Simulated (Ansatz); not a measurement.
## TiC (Fm-3m), an elastic constant from a strain scan

These are results of DFT PBE, scalar-relativistic, plane waves, PAW (Ansatz), not measurements. Cutoff 420 eV, Γ-centred 18×18×18 k-points, Gaussian smearing of 0.15 eV. No spin polarisation. Energies are free energies at this smearing, counted from the undisturbed cell; pressure is positive in compression.

The undisturbed cell (as given, not relaxed at this level; it stands at 0.9 GPa):

```
CELL_PARAMETERS angstrom
0.00000 2.16400 2.16400
2.16400 0.00000 2.16400
2.16400 2.16400 0.00000
ATOMIC_POSITIONS crystal
Ti 0.00000 0.00000 0.00000
C 0.50000 0.50000 0.50000
```

The cell is strained by ε times the Voigt pattern (0, 0, 1, 0, 0, 0) (xx, yy, zz, yz, xz, xy; engineering shear) with fractional coordinates fixed. The cell holds 2 atoms in V0 = 20.27 Å³. The stress column is τ = (1/V0) dE/dε, got from the stress tensor σ (compression positive) at each point as −det(1 + εP) σ : P(1 + εP)⁻¹, with P the pattern as a tensor.

```
      ε  ΔE (meV/atom)  τ (GPa)
-0.1000        244.376  -90.769
-0.0750        126.290  -59.735
-0.0500         52.125  -35.049
-0.0250         12.614  -15.745
 0.0000          0.000   -0.878
 0.0250          7.925   10.358
 0.0500         31.202   18.647
 0.0750         65.671   24.611
 0.0875         86.059   26.886
 0.1000              ?        ?
```

Task: Which combination of elastic constants does this scan measure, and how large is it?

Result: For small ε, τ = τ0 + Kε with K = pᵀCp, which for this pattern is C11 in the cubic axes. The parabola through τ at ε = -0.0250, 0 and 0.0250 has slope K = 522 GPa at zero. The energies per cell, E = NΔE, of the same two points give K = 2[E(ε₊)/ε₊ − E(ε₋)/ε₋]/[(ε₊ − ε₋)V0] = 520 GPa, in agreement.

Task: Predict the withheld row at ε = 0.1000 from the harmonic law, and compare.

Result: ΔE = V0(τ0 ε + Kε²/2)/N = 159.548 meV/atom and τ = 51.33 GPa. The calculation gives 108.085 meV/atom and 28.77 GPa: the energy lies 32 % below the harmonic value, as bonds soften when stretched.

In a metal these slopes depend on the k mesh and the smearing.